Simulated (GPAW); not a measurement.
Runs of GPAW 26.7.0 on C. The structure is hexagonal, space group P6_3/mmc (No. 194). Conventional cell: a = 2.522 Å, b = 2.522 Å, c = 8.237 Å, α = 90.00°, β = 90.00°, γ = 120.00°. C (site symmetry 3m) is surrounded by 4 C at 1.54 Å. C (site symmetry 3m) has 4 C at 1.54 Å as nearest neighbours. This is a hexagonal form of diamond, not graphite.

```tsv
task	level	potentials or basis	cell	band path	band points	eigensolver	optimizer	fmax	gap on the mesh (eV)	pressure (GPa)	relaxed volume (Å³/atom)	largest force (eV/Å)
band structure	SOGGA	PAW data sets generated in the run's folder for this functional, pw	as given	GMKGALHA,LM,KH	80	-	-	-	4.27	-5.1	-	0.33
band structure	SCAN	GPAW PAW data sets (gpaw-data 1.2.1), pw	as given	GMKGALHA,LM,KH	60	-	-	-	4.81	-5.5	-	0.35
relaxation of cell and atoms	OLYP	PAW data sets generated in the run's folder for this functional, pw	relaxed to 5 GPa	-	-	davidson	LBFGS	0.01 eV/Å	4.57	5.0	-	-
relaxation of cell and atoms	RPBE+D3	the program's PAW data sets (release 1.2.1) made for this functional, pw	relaxed to 10 GPa	-	-	-	FIRE	0.01 eV/Å	4.57	9.9	-	0.01
relaxation of cell and atoms	MS2	GPAW PAW data sets (gpaw-data 1.2.1), pw	relaxed	-	-	-	BFGS	0.02 eV/Å	5.15	0.2	5.59	0.01
relaxation of cell and atoms	LDA	the program's PAW data sets (release 1.2.1) made for this functional, pw	relaxed	-	-	-	BFGS	0.05 eV/Å	4.59	0.2	(a)	-
relaxation of cell and atoms	BP86	PAW data sets generated in the run's folder for this functional, pw	relaxed	-	-	-	LBFGS	0.02 eV/Å	4.57	-0.2	(b)	0.01
```

Alike in all rows: no spin polarisation; k mesh 7 × 7 × 2; cutoff (eV) 800; smearing fermi-dirac 0.05 eV; the mesh is coarse, so values aren't converged.

Estimate the missing entries.

(a) 5.51; (b) 5.74.

Caveats: later steps reuse the first step's grids (some runs); an odd mesh through Γ misses points on the zone boundary, where band edges often lie (some runs); the PAW data sets were made with another functional, which shifts forces and pressure a little (some runs).

Runs at the PBE level aren't shown here.
